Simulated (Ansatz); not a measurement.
# N: the cost of one run

Program: Ansatz 0.2.0. Level of theory: DFT PBEsol, scalar-relativistic, plane waves, PAW. These are calculated values, not measurements.

## (1) The structure to begin with

The structure is hexagonal, space group P6_3/mmc (No. 194). Conventional cell: a = 2.614 Å, b = 2.614 Å, c = 2.486 Å, α = 90.00°, β = 90.00°, γ = 120.00°. N (site symmetry -6m2) is surrounded by 6 N at 1.96 Å.

Coordinates:

```cif
data_structure
_symmetry_space_group_name_H-M 'P6_3/mmc'
_symmetry_Int_Tables_number 194
_cell_length_a 2.6142
_cell_length_b 2.6142
_cell_length_c 2.4859
_cell_angle_alpha 90.000
_cell_angle_beta 90.000
_cell_angle_gamma 120.000
_cell_volume 14.71
loop_
_atom_site_label
_atom_site_type_symbol
_atom_site_symmetry_multiplicity
_atom_site_Wyckoff_symbol
_atom_site_fract_x
_atom_site_fract_y
_atom_site_fract_z
_atom_site_occupancy
N1 N 2 d 0.66667 0.33333 0.25000 1
```

It goes back to an entry of the Materials Project, which need not be the stable form.

It is the result of an earlier relaxation at this level (volume 7.36 Å³/atom; gap on the mesh: none (metal)).

## (2) Relaxing with PBEsol

File input.yaml:

```yaml
crystal:
  lattice:
    - [2.6141524252, 0.0, 0.0]
    - [-1.3070762126, 2.2639224096, 0.0]
    - [0.0, 0.0, 2.4858947499]
  atoms:
    - { symbol: "N", position: [0.6666666667, 0.3333333333, 0.25] }
    - { symbol: "N", position: [0.3333333333, 0.6666666667, 0.75] }
basis:
  ecutwfc: 420
kpoints:
  mp_grid: { grid: [18, 18, 16] }
hamiltonian:
  xc: pbesol
scf:
  occupations: { method: gaussian, width: 0.1 }
output:
  forces: true
  stress: true
  eigenvalues: true
relax:
  adjacent_minimum: "off"
  f_tol: 0.005
  max_steps: 50
  cell: { stress_tol: 0.05 }
```

Run with:

```console
ansatz run input.yaml --threads 1 --pin off --max-ram 2560MiB --backend cpu --events-out ev --progress --plain --runs-dir out
```

Q: Estimate wall time and peak memory on 1 thread of an Arm CPU, shared host.

About 24 s, with a peak of 0.32 GiB.
